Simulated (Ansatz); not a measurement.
# PbS: all-electron results

```
Pb S
1.0
     0.00000    2.96500    2.96500
     2.96500    0.00000    2.96500
     2.96500    2.96500    0.00000
Pb S
1 1
Cartesian
  0.0000 0.0000 0.0000
  2.9650 2.9650 2.9650
```

Atoms are numbered in the order listed.

The cell is COD entry 9000001, as deposited and not checked against the literature; nothing was relaxed.

Spin–orbit coupling is left out, though it moves levels of the heavy atoms by tenths of an eV or more.

Levels of theory: DFT, PBE, all-electron LAPW, scalar-relativistic (Ansatz 0.2.0); DFT, PBE, PAW with Ansatz's default frozen-core files, scalar-relativistic (Ansatz 0.2.0).

For LAPW: a Γ-centred 8×8×8 k mesh, Fermi–Dirac smearing of 0.01 eV, basis error target 0.5 meV/atom, no spin polarisation. PAW takes a cutoff of 420 eV at this cell. The Ansatz runs share mesh, smearing and spin set-up. Values come from LAPW unless marked.

```json
{"Löwdin charges (with 0.05 e of the cell spilling out of the atomic basis, so their sizes and signs hang on that basis)": "Pb1 0.48, S2 -0.43 e", "Pressure at this cell": "2.29 GPa", "Volume per atom": "26.07 Å³"}
```

Question: Predict this quantity. Band gap.

Answer: 0.35 eV, direct at L (0.5, 0.5, 0.5) (so small a gap may close at points that the mesh and path miss).

Question: Bader charges (from the PAW run): what does the calculation give?

Answer: Pb1 +1.00, S2 -1.00 e.
